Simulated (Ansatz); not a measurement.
A calculation with Ansatz 0.2.0 of InAs (ASE script, structure from a POSCAR):

run.py

```python
import json

import ase.io
import numpy as np

import ansatz as az

atoms = ase.io.read("POSCAR", format="vasp")

calculation = (
    az.Crystal.from_ase(atoms)
    .calculation()
    .kpoints(8, 8, 8)
    .functional(exchange="rpw86", correlation="pbe", dispersion="rvv10")
    .pseudopotentials(kind="nc", source="spms")
    .scf(extra_bands=12)
    .occupations(method="methfessel_paxton", width=0.1)
    .optics(energy_range=(0.0, 14.0), broadening_width=0.2, nscf_kmesh=(11, 11, 11))
    .band_table(publish=True)
)
outcome = calculation.run(threads=2, events_out="events.jsonl")

report = outcome.report
for line in open("events.jsonl"):
    event = json.loads(line)
    if event["event"] == "scf_iter":
        d = event["data"]
        print(f"SCF {d['iter']:3d}  HF = {d['harris_foulkes_ev']:.6f} eV  dr2 = {d['dr2_ev']:.2e} eV")
    elif event["event"] in ("relax_step", "md_step"):
        d = event["data"]
        print(f"{event['event']} {d['step']:3d}  E = {d['lagrangian_ev']:.6f} eV")
np.set_printoptions(precision=5, suppress=True, linewidth=110)
print("converged:", report["converged"], "after", report["n_iterations"], "iterations")
print(f"free energy {report['free_energy_ev']:.6f} eV, Fermi level {report['fermi_energy_ev']:.4f} eV")
for key in ("band_edges_ev", "magnetization_mub", "site_moments_mub", "site_moments_nc_mub", "forces_ev_ang",
                "stress_gpa"):
    if report.get(key) is not None:
        print(key, np.array(report[key]), sep="\n")
```

The input POSCAR:

```
InAs
1.0
    0.0000000000      3.0577150807      3.0577150807
    3.0577150807      0.0000000000      3.0577150807
    3.0577150807      3.0577150807      0.0000000000
In As
1 1
Direct
    0.0000000000      0.0000000000      0.0000000000
    0.7500000000      0.7500000000      0.7500000000
```

Potentials or basis: SPMS NC.

The run is started by

```bash
$ python run.py
```

The cell isn't the ideal one: volume scaled by 1.04.

**Question.** Write the same calculation in another form: native input, structure typed inline.

**Answer.** As run:

File input.yaml:

```yaml
crystal:
  lattice:
    - [0.0, 3.0577150807, 3.0577150807]
    - [3.0577150807, 0.0, 3.0577150807]
    - [3.0577150807, 3.0577150807, 0.0]
  atoms:
    - { symbol: In, position: [0.0, 0.0, 0.0] }
    - { symbol: As, position: [0.75, 0.75, 0.75] }
hamiltonian:
  xc: { exchange: rpw86, correlation: pbe }
  pseudopotentials: { kind: nc, source: spms }
  dispersion: rvv10
kpoints:
  mp_grid: { grid: [8, 8, 8] }
scf:
  occupations: { method: methfessel_paxton, width: 0.1 }
  n_extra_bands: 12
output:
  eigenvalues: true
  optics: { e_range: [0, 14], sigma: 0.2, nscf_kmesh: { grid: [11, 11, 11] } }
```

Potentials or basis: SPMS NC.

Run with:

```sh
$ ansatz run input.yaml --threads 2 --pin off --max-ram 5120MiB --backend cpu --events-out ev --progress --plain --runs-dir out
```

Both were run:

|  | ASE script, structure from a POSCAR | native input, structure typed inline |
| --- | --- | --- |
| Band gap on the k mesh | none (metal or under the smearing width) | none (metal or under the smearing width) |

Keys that steer only the numerical path or the files written may differ.
